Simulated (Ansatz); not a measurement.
Starting cell, SrF₂ (fluorite):

```
CELL_PARAMETERS angstrom
      0.00000     5.85727     5.85727
      2.92864     2.92864     5.85727
      2.92864     2.92864     0.00000
ATOMIC_POSITIONS crystal
  Sr 0.00000 0.00000 0.00000
  Sr 0.50000 0.00000 0.00000
  F  0.00000 0.25000 0.25000
  F  0.50000 0.25000 0.25000
  F  0.00000 0.75000 0.75000
  F  0.50000 0.75000 0.75000
```

The atoms are displaced by Q × the pattern below (from a DFPT mode at X = (0.5, 0.5, 0.0), largest move 1; Q in Å), at fixed cell. (q is in reciprocal vectors of the primitive cell; the cell shown is doubled to hold the pattern.)

```json
[
 {"atom": "F3", "x": "0.000", "y": "0.000", "z": "1.000"},
 {"atom": "F4", "x": "0.000", "y": "0.000", "z": "-1.000"},
 {"atom": "F5", "x": "0.000", "y": "0.000", "z": "-1.000"},
 {"atom": "F6", "x": "0.000", "y": "0.000", "z": "1.000"}
]
```

Atoms not listed stay in place.

Computed with PBE (plane waves to 420 eV, PAW, scalar-relativistic; Ansatz, a program for electronic structure). k mesh 10×10×10 (Γ-centred), Fermi-Dirac smearing 0.05 eV. SrF2 was relaxed with its symmetry unable to fall. 

```json
[
 {"Q (Å)": "-0.280", "−dE/dQ from forces (eV/Å)": "10.181"},
 {"Q (Å)": "-0.233", "−dE/dQ from forces (eV/Å)": "8.143"},
 {"Q (Å)": "-0.187", "−dE/dQ from forces (eV/Å)": "6.318"},
 {"Q (Å)": "-0.140", "−dE/dQ from forces (eV/Å)": "4.635"},
 {"Q (Å)": "-0.093", "−dE/dQ from forces (eV/Å)": "3.044"},
 {"Q (Å)": "-0.047", "−dE/dQ from forces (eV/Å)": "1.509"},
 {"Q (Å)": "0.000", "−dE/dQ from forces (eV/Å)": "0.000"},
 {"Q (Å)": "0.047", "−dE/dQ from forces (eV/Å)": "-1.509"},
 {"Q (Å)": "0.093", "−dE/dQ from forces (eV/Å)": "-3.044"},
 {"Q (Å)": "0.140", "−dE/dQ from forces (eV/Å)": "-4.635"},
 {"Q (Å)": "0.187", "−dE/dQ from forces (eV/Å)": "-6.318"},
 {"Q (Å)": "0.233", "−dE/dQ from forces (eV/Å)": "-8.143"},
 {"Q (Å)": "0.280", "−dE/dQ from forces (eV/Å)": "-10.181"}
]
```

**Question.** What harmonic wavenumber does the curvature at Q = 0 give?

**Answer.** 340 cm⁻¹. E″ = 32.24 eV/Å², M = Σ mᵢ|uᵢ|² = 76.0 u, ν̃ = 521.5·√(|E″|/M).

(For displaced atoms, the force is minus the slope of the energy, and its curvature is a force constant, which sets phonon frequencies.)
